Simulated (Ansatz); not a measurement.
**ZrSi₂ (Cmcm), work and stress of cleavage**

Level of theory: DFT PBEsol, scalar-relativistic, plane waves, PAW (Ansatz 0.2.0). The runs took a 420 eV cutoff, a Γ-centred 13×13×4 mesh and Gaussian smearing (0.15 eV). No spin polarisation. Energies are free energies at this smearing, counted from the undisturbed cell; pressure is positive in compression.

Reference structure (relaxed at this level; it needn't be the usual structure):

```
Zr Si
1.0
    -3.67426    0.00000    0.00000
     0.00000    0.00000   -3.65677
     0.00000  -14.56589    0.00000
Zr Si
4 8
Direct
  0.00000 0.25000 0.71803
  0.50000 0.25000 0.21803
  0.00000 0.75000 0.92747
  0.50000 0.75000 0.42747
  0.00000 0.25000 0.37671
  0.50000 0.25000 0.87671
  0.00000 0.75000 0.26879
  0.50000 0.75000 0.76879
  0.00000 0.25000 0.07298
  0.50000 0.25000 0.57298
  0.00000 0.75000 0.57252
  0.50000 0.75000 0.07252
```

The cut lies on the cell's a–b face, a (0 -1 0) plane (indices in the standard cell, whose axes needn't be the Cartesian ones shown) of area 13.44 Å², between layers 2.11 Å apart. Vector c is lengthened by d along the normal with the atoms' Cartesian places fixed: one unrelaxed cut a cell. The traction is positive where the two halves pull on each other.

```
d (Å) energy (J/m²) traction (GPa)
-0.30           0.65           -48.5
 0.00           0.00             0.0
 0.25           0.28            19.5
 0.50           0.88            27.1
 1.00           2.24            25.1
 1.50           3.29            16.8
 2.00           3.94             9.6
 3.00           4.48             2.5
 6.00           4.65             0.1
```

What are the work of separation and the cleavage stress, and do they fit the universal binding curve?

The energy levels off near W ≈ 4.65 J/m² (the traction is down to 0.1 GPa), the energy of the two unrelaxed faces, 2.33 J/m² each on average. The largest sampled traction is 27.1 GPa at d = 0.50 Å, and a parabola through it and its two neighbours peaks at σ_max ≈ 29.0 GPa, d ≈ 0.71 Å. The curve E = W[1 − (1 + d/ℓ)exp(−d/ℓ)] peaks in traction at d = ℓ with σ_max = W/(eℓ); with 1 J/m² per Å = 10 GPa this W and σ_max give ℓ = 0.59 Å. A parabola through that curve at the same three d peaks at 0.66 Å, against 0.71 Å here, a fair fit. Real crystals break at far lower stress, because cracks concentrate it, and on the plane of lowest W, which needn't be this one.

The cut is rigid; relaxing the faces lowers these energies and usually the stresses.

In a metal these slopes depend on the k mesh and the smearing.

Cost: 9 runs of about 13 core-minutes in all, on Intel Xeon 6975P-C (Granite Rapids) (shared hosts).